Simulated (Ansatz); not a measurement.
Runs of Ansatz 0.2.0 on V. It takes space group Im-3m (No. 229, cubic). Conventional cell: a = 3.029 Å, b = 3.029 Å, c = 3.029 Å, α = 90.00°, β = 90.00°, γ = 90.00°. V (site symmetry m-3m) has 8 V at 2.62 Å as nearest neighbours. 

```csv
task,level,cell,k mesh,cutoff (eV),smearing,gap on the mesh (eV),pressure (GPa),moment (μB),relaxed volume (Å³/atom)
relaxation of cell and atoms,PBE+D3(BJ),relaxed,12 × 12 × 12,-,fermi-dirac 0.05 eV,-,0.0,0.00,12.83
relaxation of cell and atoms,BLYP+D4,relaxed,12 × 12 × 12,-,fermi-dirac 0.05 eV,-,0.0,0.00,13.25
relaxation of cell and atoms,PBEsol+D4,relaxed,12 × 12 × 12,-,fermi-dirac 0.05 eV,-,0.0,0.00,(b)
single point,RPBE,as given,12 × 12 × 12,258,gaussian 0.1 eV,none,-1.3,0.00,-
relaxation of cell and atoms,revPBE+D4,relaxed,12 × 12 × 12,-,fermi-dirac 0.05 eV,-,0.0,0.00,13.23
elastic constants,LDA,as given,9 × 9 × 9,275,fermi-dirac 0.05 eV,none,-18.2,0.00,-
single point,PBE,strain = -0.02,9 × 9 × 9,266,fermi-dirac 0.05 eV,none,1.2,0.00,-
single point,PBE,strain = 0.0,9 × 9 × 9,258,fermi-dirac 0.05 eV,none,(a),0.16,-
```

Alike in all rows: potentials or basis all-electron LAPW, scalar-relativistic; spin collinear, ferromagnetic start; basis error allowed 0.001 eV/atom.

Q: Estimate the missing entries.

A: (a) -5.5; (b) 12.78.

Caveats: the starting moments weren't kept (some runs); the k mesh is thin for a metal, which can move the energy by tens of meV per atom (some runs); a metal's response needs a denser mesh (some runs); the cell is more than 3 GPa from zero pressure, which shifts response properties (some runs); the program listed the state as in doubt (some runs); the elastic tensor has a negative eigenvalue, so either the cell is unstable as it stands or the mesh is too thin (some runs); so large a pressure means that the cell lies far from this level's equilibrium, or that cutoff or potentials fall short (some runs).

A gap of «none» marks a metal or a gap under the smearing width.
